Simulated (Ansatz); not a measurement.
MnS:

```
Mn S
1.0
     0.00000    2.47346    2.47346
     2.47346    0.00000    2.47346
     2.47346    2.47346    0.00000
Mn S
1 1
Direct
  0.00000 0.00000 0.00000
  0.75000 0.75000 0.75000
```

The cell is a database's computed one.

```yaml
Program: Ansatz 0.2.0
Task: single point
Functional: PBEsol
Potentials_or_basis: Ansatz PAW
Cutoff: "420 eV (not typed: the program's choice for these potentials)"
k_mesh: 9 × 9 × 9
Occupations: fermi-dirac, width 0.05 eV
Spin: collinear spin, ferromagnetic start
Starting_moments: "[4.0, 0.0] μB"
```

On this cell: pressure -3.0 GPa; largest force zero by symmetry; net moment 0.24 μB per cell; site moments Mn +0.20; S -0.00 μB; band gap on the k mesh none (metal or under the smearing width).

The same run follows on a disturbed copy (atoms moved at random, drawn with an rms of 0.05 Å):

```
Mn S
1.0
     0.00000    2.47346    2.47346
     2.47346    0.00000    2.47346
     2.47346    2.47346    0.00000
Mn S
1 1
Direct
  0.00349 0.99627 0.00136
  0.72711 0.73210 0.76250
```

What does the disturbed cell give?

The energy (extrapolated to zero smearing) moves by +38.4 meV/atom; pressure -2.0 GPa; largest force 1.449 eV/Å; net moment 0.24 μB per cell; site moments Mn +0.20; S -0.00 μB; band gap on the k mesh none (metal or under the smearing width).

Forces in eV/Å, atoms in the order of the input:
```
Mn   0.093 -0.495 -1.358
S   -0.093  0.495  1.358
```

Stress tensor (GPa, compression positive):
```
-2.00 -7.63 -2.74
-7.63 -2.01  0.13
-2.74  0.13 -2.13
```

Caveats: the moment fell far below its start of 4 μB, so a state of higher moment may lie lower in energy; semilocal functionals often make such compounds metallic where correlation or magnetic order opens a gap, which also shifts bond lengths; the PAW data sets come from PBE, with cores solved anew for the run's functional, which leaves a small shift of forces and pressure; the starting moments weren't kept.
